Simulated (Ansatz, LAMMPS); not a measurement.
# Amorphous TiO2 at 3.19 g/cm^3 (84 atoms): geometry optimisation, part 2 of 4

Wanted: the relaxed structure of amorphous TiO2 at 3.19 g/cm^3 (84 atoms) and its electronic structure.

Ansatz 0.2.0; Kohn-Sham DFT, PBE, PAW (set soft_2), plane waves.

The cell: 28 Ti and 56 O. The quench rate of 50 K/ps is orders of magnitude faster than experiment. The network of bonds at the start is that of the classical potential that made the cell. Only the Γ point is sampled in the main run, in a cell whose shortest periodic width is 11 Å.

So far. Step 3 (Single point at the start): Neighbours are counted within 2.64 Å (O-Ti).

## 4. Relaxation

With the cell held, the atoms are moved downhill towards a nearby minimum.

The input, input.yaml:

```yaml
crystal:
  lattice:
    - [10.5139, 0.0, 0.0]
    - [0.0, 10.5139, 0.0]
    - [0.0, 0.0, 10.5139]
  atoms:
    [... the 84 atom lines of step 3 ...]
kpoints:
  mp_grid: { grid: [1, 1, 1] }
hamiltonian:
  xc: pbe
scf:
  occupations: { method: fermi_dirac, width: 0.025 }
output:
  forces: true
relax:
  f_tol: 0.04
  max_steps: 250
```

Launch:

```bash
ansatz run input.yaml --threads 4 --pin off --max-ram 8192MiB --backend cpu --events-out ev --progress --plain --runs-dir out
```

Numbers of over 12 decimals in the logs are rounded to 6 here.

Log:

```text
[...]
Crystal: 84 atoms, lattice volume = 1162.229 Å³
Basis set: ecut = 420 eV, 22743 PW (Γ), exchange–correlation on 144×144×144 points (8 copies of the dense FFT grid, shifted against one another)
Bands: 420, of which v1, the nominal top of the filled ones, is band 336 counted from 1 (335 counted from 0)
Symmetry: 1 space group operations
[...]
k-points: 1
[...]
SCF iter   1: F=—  HF=-101872.390224 eV  |F-HF|=—  |Δ(HF+E_count)|=         —  Δρ=3.95e-3  dr2=1.91e-1  ethr=1.77e-3  ⟨swp⟩=5.0  Hψ=1549  notcnv=0  defer=39
[...]
SCF iter   7: F=-101872.383775 eV  HF=-101872.383777 eV  |F-HF|=2.55e-6  |Δ(HF+E_count)|=   5.45e-5  Δρ=5.27e-5  dr2=3.73e-5  ethr=5.95e-9  ⟨swp⟩=2.0  Hψ=1274  notcnv=0
SCF 1 converged in 7 iterations: F = -101872.383775 eV  dr2 = 3.73e-5
[...]
relax step   1: F+E_penalty+E_count = -101872.38377482 eV  Δ(F+E_penalty+E_count) = +0.000e0 eV  max|allowed force component| = 2.030e0 eV/Å  Δτ_max = 0.0000 Å  (7 SCF iters, dr2 threshold 4.00e-5 eV, accepted)
[...]
relax step   2: F+E_penalty+E_count = -101874.63825844 eV  Δ(F+E_penalty+E_count) = -2.254e0 eV  max|allowed force component| = 1.036e0 eV/Å  Δτ_max = 0.1628 Å  (8 SCF iters, dr2 threshold 1.00e-4 eV, accepted)
[...]
relax step   3: F+E_penalty+E_count = -101875.70093259 eV  Δ(F+E_penalty+E_count) = -1.063e0 eV  max|allowed force component| = 3.230e-1 eV/Å  Δτ_max = 0.2000 Å  (8 SCF iters, dr2 threshold 6.71e-5 eV, accepted)
relax step   4: F+E_penalty+E_count = -101876.03151681 eV  Δ(F+E_penalty+E_count) = -3.306e-1 eV  max|allowed force component| = 2.905e-1 eV/Å  Δτ_max = 0.2000 Å  (9 SCF iters, dr2 threshold 1.01e-5 eV, accepted)
relax step   5: F+E_penalty+E_count = -101876.14978718 eV  Δ(F+E_penalty+E_count) = -1.183e-1 eV  max|allowed force component| = 3.171e-1 eV/Å  Δτ_max = 0.2000 Å  (9 SCF iters, dr2 threshold 8.20e-6 eV, accepted)
relax step   6: F+E_penalty+E_count = -101876.18672429 eV  Δ(F+E_penalty+E_count) = -3.694e-2 eV  max|allowed force component| = 2.265e-1 eV/Å  Δτ_max = 0.0813 Å  (7 SCF iters, dr2 threshold 8.13e-5 eV, accepted)
relax step   7: F+E_penalty+E_count = -101876.21748859 eV  Δ(F+E_penalty+E_count) = -3.076e-2 eV  max|allowed force component| = 1.270e-1 eV/Å  Δτ_max = 0.0549 Å  (7 SCF iters, dr2 threshold 2.62e-5 eV, accepted)
relax step   8: F+E_penalty+E_count = -101876.32439070 eV  Δ(F+E_penalty+E_count) = -1.069e-1 eV  max|allowed force component| = 1.857e-1 eV/Å  Δτ_max = 0.2000 Å  (9 SCF iters, dr2 threshold 5.07e-6 eV, accepted)
relax step   9: F+E_penalty+E_count = -101876.35817193 eV  Δ(F+E_penalty+E_count) = -3.378e-2 eV  max|allowed force component| = 6.073e-1 eV/Å  Δτ_max = 0.1954 Å  (9 SCF iters, dr2 threshold 1.08e-5 eV, accepted)
relax step  10: F+E_penalty+E_count = -101876.43954125 eV  Δ(F+E_penalty+E_count) = -8.137e-2 eV  max|allowed force component| = 4.000e-1 eV/Å  Δτ_max = 0.2000 Å  (8 SCF iters, dr2 threshold 1.00e-4 eV, accepted)
relax step  11: F+E_penalty+E_count = -101876.41439706 eV  Δ(F+E_penalty+E_count) = +2.514e-2 eV  max|allowed force component| = 2.951e-1 eV/Å  Δτ_max = 0.2000 Å  (8 SCF iters, dr2 threshold 6.94e-5 eV, rejected (line search))
relax step  12: F+E_penalty+E_count = -101876.47804488 eV  Δ(F+E_penalty+E_count) = -3.850e-2 eV  max|allowed force component| = 1.211e-1 eV/Å  Δτ_max = 0.1000 Å  (12 SCF iters, accepted)
relax step  13: F+E_penalty+E_count = -101876.47780867 eV  Δ(F+E_penalty+E_count) = +2.362e-4 eV  max|allowed force component| = 1.453e-1 eV/Å  Δτ_max = 0.1000 Å  (12 SCF iters, rejected (line search))
[...]
relax step  14: F+E_penalty+E_count = -101876.49355050 eV  Δ(F+E_penalty+E_count) = -1.551e-2 eV  max|allowed force component| = 3.403e-2 eV/Å  Δτ_max = 0.0500 Å  (11 SCF iters, accepted)
SCF converged after 11 iterations
Free energy (F): -101876.493550 eV
[...]
Internal energy: -101876.493550 eV  (E = F + TS)
E sigma→0 (E₀):  -101876.493550 eV
Fermi energy:    6.236034 eV
[...]
--- Forces (eV/Å), atoms counted from 1 ---
  atom   1  Ti    -0.00135671     0.01240477    -0.00938042
  atom   2  Ti    -0.00341100    -0.00684415    -0.03248179
  atom   3  Ti     0.00716046    -0.01177983     0.00256329
  atom   4  Ti    -0.00665909     0.00290844    -0.00388333
  atom   5  Ti     0.01080172     0.01699906    -0.00501250
  atom   6  Ti     0.00693775    -0.00850619     0.01771598
  atom   7  Ti    -0.00419479     0.01024583    -0.00285162
  atom   8  Ti     0.00424575    -0.00014437     0.02595771
  atom   9  Ti    -0.01098044     0.00678240     0.00080217
  atom  10  Ti     0.01560652    -0.02006286     0.00098102
  atom  11  Ti    -0.02306154    -0.00688599     0.01267616
  atom  12  Ti    -0.02925745    -0.01019454     0.00634981
  atom  13  Ti     0.01113456    -0.00461385     0.00059481
  atom  14  Ti    -0.02310507    -0.00339395    -0.01071258
[...]
atom  83  O      0.01450377     0.02062522     0.00364993
  atom  84  O     -0.01443788     0.00222703    -0.00153467
  max |Σ_I F_I| component: 6.05e-5 eV/Å
--- Relaxed structure (14 steps of the walk, 12 accepted, 0 SCFs on fresh bases) ---
  F+E_penalty+E_count = -101876.49355050 eV   max|allowed force component| = 3.403e-2 eV/Å
  atoms:
    - { symbol: Ti, position: [0.289295, 0.605578, 0.931415] }
    - { symbol: Ti, position: [0.091047, 0.851733, 0.246805] }
    - { symbol: Ti, position: [0.312404, 0.120039, 0.246684] }
    - { symbol: Ti, position: [0.988566, 0.990472, 0.520911] }
[...]
- { symbol: O, position: [0.381143, 0.863107, 0.688508] }
```

Wall time 2.4 min (4 threads of Arm Neoverse V2, shared host); peak memory 1.6 GiB; 9.1 min of CPU time.

Step by step:

| step | energy less that of the first step (eV) | largest force component (eV/Å) |
| --- | --- | --- |
| 1 | 0.0000 | 2.0304 |
| 2 | -2.2545 | 1.0361 |
| 3 | -3.3172 | 0.3230 |
| 4 | -3.6477 | 0.2905 |
| 5 | -3.7660 | 0.3171 |
| 6 | -3.8029 | 0.2265 |
| 7 | -3.8337 | 0.1270 |
| 8 | -3.9406 | 0.1857 |
| 9 | -3.9744 | 0.6073 |
| 10 | -4.0558 | 0.4000 |
| 11 | -4.0306 | 0.2951 |
| 12 | -4.0943 | 0.1211 |
| 13 | -4.0940 | 0.1453 |
| 14 | -4.1098 | 0.0340 |

Relaxation steps 11, 13 were tried and not accepted.

The atoms that moved most (Å):

| atom | dx | dy | dz | length |
| --- | --- | --- | --- | --- |
| O45 | -0.978 | -0.103 | 0.391 | 1.058 |
| O33 | -0.791 | 0.126 | -0.003 | 0.801 |
| O84 | -0.057 | -0.352 | 0.639 | 0.732 |
| O73 | 0.530 | 0.249 | -0.330 | 0.672 |
| O29 | -0.414 | 0.396 | 0.219 | 0.613 |
| O40 | 0.450 | -0.346 | -0.114 | 0.579 |
| O75 | 0.142 | -0.473 | 0.255 | 0.556 |
| Ti8 | 0.374 | -0.406 | -0.038 | 0.553 |

The relaxation changed the energy by -48.9 meV/atom, and atoms moved by 0.35 Å r.m.s., 1.1 Å at most.

## 5. Structure statistics after relaxation

Bonds before and after, by the cutoffs listed below:

| pair | bonds before | bonds after | mean before (Å) | mean after (Å) | spread before (Å) | spread after (Å) |
| --- | --- | --- | --- | --- | --- | --- |
| O-Ti | 130 | 139 | 1.896 | 1.937 | 0.219 | 0.176 |

Density 3.19 g/cm³, 13.84 Å³ an atom.

g(r), total and by pair (bins of 0.2 Å):

| r (Å) | total | O-O | O-Ti | Ti-Ti |
| --- | --- | --- | --- | --- |
| 1.70 | 0.80 | 0.00 | 1.79 | 0.00 |
| 1.90 | 3.24 | 0.00 | 7.30 | 0.00 |
| 2.10 | 0.59 | 0.00 | 1.32 | 0.00 |
| 2.30 | 0.23 | 0.00 | 0.51 | 0.00 |
| 2.50 | 0.40 | 0.70 | 0.19 | 0.00 |
| 2.70 | 1.03 | 2.27 | 0.04 | 0.00 |
| 2.90 | 1.46 | 3.15 | 0.11 | 0.14 |
| 3.10 | 1.10 | 1.90 | 0.15 | 1.70 |
| 3.30 | 0.67 | 0.76 | 0.24 | 2.04 |
| 3.50 | 0.86 | 0.62 | 0.66 | 2.59 |
| 3.70 | 0.98 | 0.58 | 1.12 | 1.98 |
| 3.90 | 1.02 | 0.80 | 1.42 | 0.39 |
| 4.10 | 1.11 | 0.68 | 1.73 | 0.35 |
| 4.30 | 1.16 | 0.66 | 1.77 | 0.77 |
| 4.50 | 1.10 | 0.64 | 1.59 | 1.04 |
| 4.70 | 1.00 | 0.76 | 1.20 | 1.12 |
| 4.90 | 1.01 | 1.17 | 0.88 | 0.93 |
| 5.10 | 1.01 | 1.31 | 0.70 | 1.09 |

Bonds by pair of elements; cutoffs follow the first minimum of g(r), held within bounds set by covalent radii, and pairs that aren't listed don't count as bonded:

| pair A-B | cutoff (Å) | bonds | mean length (Å) | spread (Å) | shortest (Å) | B about A | A about B |
| --- | --- | --- | --- | --- | --- | --- | --- |
| O-Ti | 2.73 | 139 | 1.94 | 0.176 | 1.73 | 2.48 | 4.96 |

How many atoms have how many bonded neighbours:

| element | mean | 2 | 3 | 4 | 5 | 6 |
| --- | --- | --- | --- | --- | --- | --- |
| O | 2.48 | 30 | 25 | 1 | 0 | 0 |
| Ti | 4.96 | 0 | 0 | 7 | 15 | 6 |

Bond angles, per cent of each kind in bins of 5°:

| angle (°) | O-Ti-O | Ti-O-Ti |
| --- | --- | --- |
| 65–70 | 0.7 | 0.0 |
| 70–75 | 5.0 | 0.0 |
| 75–80 | 9.6 | 0.0 |
| 80–85 | 5.0 | 0.9 |
| 85–90 | 4.3 | 1.8 |
| 90–95 | 11.3 | 1.8 |
| 95–100 | 11.3 | 10.8 |
| 100–105 | 11.3 | 14.4 |
| 105–110 | 11.0 | 5.4 |
| 110–115 | 8.5 | 4.5 |
| 115–120 | 4.6 | 4.5 |
| 120–125 | 1.1 | 6.3 |
| 125–130 | 1.1 | 4.5 |
| 130–135 | 0.7 | 6.3 |
| 135–140 | 1.8 | 5.4 |
| 140–145 | 0.7 | 9.9 |
| 145–150 | 1.4 | 4.5 |
| 150–155 | 1.8 | 3.6 |
| 155–160 | 2.1 | 3.6 |
| 160–165 | 1.8 | 5.4 |
| 165–170 | 2.5 | 4.5 |
| 170–175 | 1.1 | 0.0 |
| 175–180 | 1.4 | 1.8 |

Bond angles (no mean is given where the spread exceeds 20°):

| angle | count | mean (°) | spread (°) |
| --- | --- | --- | --- |
| O-Ti-O | 282 | - | - |
| Ti-O-Ti | 111 | - | - |

Bond length by coordination (bonds to H left out):

| element | coordination | atoms | mean bond length (Å) |
| --- | --- | --- | --- |
| O | 2 | 30 | 1.83 |
| O | 3 | 25 | 2.01 |
| O | 4 | 1 | 2.16 |
| Ti | 4 | 7 | 1.83 |
| Ti | 5 | 15 | 1.94 |
| Ti | 6 | 6 | 2.02 |

Rings of the network by King's shortest-path rule, up to 12 atoms, one path for each pair of neighbours; H, halogens, alkali and alkaline-earth atoms are left out, and the last column divides by all other atoms, bonded or not:

| ring size (atoms) | rings | per network atom |
| --- | --- | --- |
| 4 | 21 | 0.25 |
| 6 | 24 | 0.286 |
| 8 | 49 | 0.583 |
| 10 | 64 | 0.762 |
| 12 | 14 | 0.167 |

For some of the pairs, g(r) has its first main peak near 2.9 Å (O-O), 1.9 Å (O-Ti) and 3.5 Å (Ti-Ti). By these cutoffs 54 % of O atoms have 2 and 54 % of Ti atoms have 5 bonded neighbours. Bonds at O atoms with 2 neighbours average 1.83 Å, against 2.01 Å at those with 3. Rings of 10 atoms are the most common (37 % of those counted); sizes run from 4 to 12, where the search stops.

(Continued in part 3 of 4.)

[Logs are printed without paths, hosts, clocks, repeated set-up lines and the standing remarks that a program may print on its own settings, such as how far it seeks lower states.]

[Hosts, paths, dates, database ids (printed as entryN), source tags and the programs' standing remarks are cut or masked in the printed files.]
